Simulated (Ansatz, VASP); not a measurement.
## KCl (Sylvite) in VASP and in Ansatz

The input POSCAR:

```
KCl
1.0
    0.0000000000      3.1448471320      3.1448471320
    3.1448471320      0.0000000000      3.1448471320
    3.1448471320      3.1448471320      0.0000000000
K Cl
1 1
Direct
    0.0000000000      0.0000000000      0.0000000000
    0.5000000000      0.5000000000      0.5000000000
```

File INCAR.step1:

```
SYSTEM = KCl
PREC = Accurate
ENCUT = 520
EDIFF = 1E-5
ISMEAR = 0
SIGMA = 0.01
LREAL = .False.
LASPH = .True.
NELM = 60
ALGO = Normal
ISIF = 2
LWAVE = .True.
LCHARG = .False.
GGA = PE
NBANDS = 15
```

The input INCAR.step2:

```
SYSTEM = KCl
PREC = Accurate
ENCUT = 520
EDIFF = 1E-6
ISMEAR = 0
SIGMA = 0.01
LREAL = .False.
LASPH = .True.
NELM = 60
ALGO = Normal
ISIF = 2
LWAVE = .False.
LCHARG = .False.
GGA = PE
LHFCALC = .True.
HFSCREEN = 0.2079
PRECFOCK = Normal
ISTART = 1
NBANDS = 15
```

Contents of KPOINTS:

```
regular mesh
0
Gamma
  3 3 3
  0 0 0
```

Input for Ansatz:

```yaml
crystal:
  lattice:
    - [0.0, 3.144847132, 3.144847132]
    - [3.144847132, 0.0, 3.144847132]
    - [3.144847132, 3.144847132, 0.0]
  atoms:
    - { symbol: K, position: [0.0, 0.0, 0.0] }
    - { symbol: Cl, position: [0.5, 0.5, 0.5] }
kpoints:
  mp_grid: { grid: [3, 3, 3] }
hamiltonian:
  xc: hse06
scf:
  occupations: { method: fixed }
  n_extra_bands: 4
output:
  forces: true
  stress: true
  eigenvalues: true
```

Alike in both runs: task single point; functional HSE06; k mesh 3 × 3 × 3; no spin polarisation.

|  | VASP | Ansatz |
| --- | --- | --- |
| version | VASP 6.6.1 | Ansatz 0.2.0 |
| potentials or method | VASP PAW PBE potentials, release 64 (K_sv, Cl) | plane waves |
| plane-wave cutoff (eV) | 520 | 420 |
| occupations | gaussian, width 0.01 eV | fixed |
| valence electrons in the cell | 16 | 16 |

|  | VASP | Ansatz | Ansatz less VASP |
| --- | --- | --- | --- |
| gap on the k mesh at the Fermi level (eV) | 6.50 | 6.51 | +0.003 |
| pressure (GPa) | 0.5 | 0.5 | -0.02 |

Ansatz warned: «stress_exchange_threshold_loose».

Caveats: the k mesh is coarse (spacing up to 0.58 Å⁻¹), so the values aren't converged, least of all with exact exchange; the PAW data sets were made with another functional, which shifts forces and pressure a little (VASP).
